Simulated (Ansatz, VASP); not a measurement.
Two plane-wave programs on Ca

```
CELL_PARAMETERS angstrom
-2.09649 2.10173 2.44535
2.09649 -2.10173 2.44535
2.09649 2.10173 -2.44535
ATOMIC_POSITIONS crystal
Ca 0.50000 0.50000 0.00000
```

This isn't the form of Ca at room conditions, which is fcc.

Alike in both runs: task relaxation of cell and atoms; functional PBEsol; k mesh 14 × 14 × 14; occupations gaussian, width 0.1 eV; no spin polarisation.

|  | VASP | Ansatz |
| --- | --- | --- |
| version | VASP 6.6.1 | Ansatz 0.2.0 |
| potentials or method | VASP PAW PBE potentials, release 64 (Ca_sv) | scalar-relativistic, plane waves, PAW |
| plane-wave cutoff (eV) | 600 | 420 |
| valence electrons in the cell | 10 | 10 |

|  | VASP | Ansatz | Ansatz less VASP |
| --- | --- | --- | --- |
| gap on the k mesh at the Fermi level, each at its own relaxed structure (eV) | none | none | - |
| relaxed volume (Å³/atom) | 40.66 | 40.53 | -0.137 |
| relaxed cell length with the largest relative difference (Å) | 3.859 | 3.855 | -0.0047 |
| energy change over the relaxation (meV/atom) | -18 | -19 | -0.8 |

A gap of «none» marks a metal or a gap that the smearing closes.

Caveats: the PAW data sets were made with another functional, which shifts forces and pressure a little (VASP).
